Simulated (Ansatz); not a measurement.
# Cu: the cost of one run

Program: Ansatz 0.2.0. Level of theory: DFT PBE, scalar-relativistic, plane waves, PAW. These are calculated values, not measurements.

2 further runs of the same task are left out: 1 that didn't finish, 1 set aside as unsound or not needed.

## 1. The starting structure

Symmetry: P2_1/m, No. 11, monoclinic system. Conventional cell: a = 2.525 Å, b = 2.657 Å, c = 3.523 Å, α = 90.00°, β = 95.09°, γ = 90.00°. Cu (site symmetry m) is surrounded by 2 Cu at 2.15 Å.

Structure file:

```
Cu
1.0
     2.52531    0.00000    0.00000
     0.00000    2.65694    0.00000
    -0.31272    0.00000    3.50928
Cu
2
Direct
  0.84371 0.75000 0.77796
  0.15629 0.25000 0.22204
```

The guess is a distorted database cell: Cu type (Fm-3m) distorted into a subgroup (P2_1/m, No. 11).

## 2. The guess as it stands, on a coarse mesh

Contents of input.yaml:

```yaml
crystal:
  lattice:
    - [2.5253148, 0.0, 0.0]
    - [0.0, 2.65694245, 0.0]
    - [-0.31272322, 0.0, 3.50927902]
  atoms:
    - { symbol: Cu, position: [0.84371479, 0.75, 0.7779575] }
    - { symbol: Cu, position: [0.15628521, 0.25, 0.2220425] }
basis:
  ecutwfc: 420
kpoints:
  mp_grid: { grid: [6, 6, 6] }
hamiltonian:
  xc: pbe
scf:
  occupations: { method: gaussian, width: 0.1 }
  lower_state_search: "off"
output:
  forces: true
  stress: true
  eigenvalues: true
```

Launch:

```
> ansatz run input.yaml --threads 1 --pin off --max-ram 2560MiB --backend cpu --events-out ev --progress --plain --runs-dir out
```

**Question.** How long does this run take on 1 thread of Arm Neoverse V2, shared host, and how much memory does it need?

About 1.8 s, with a peak of 0.3 GiB.
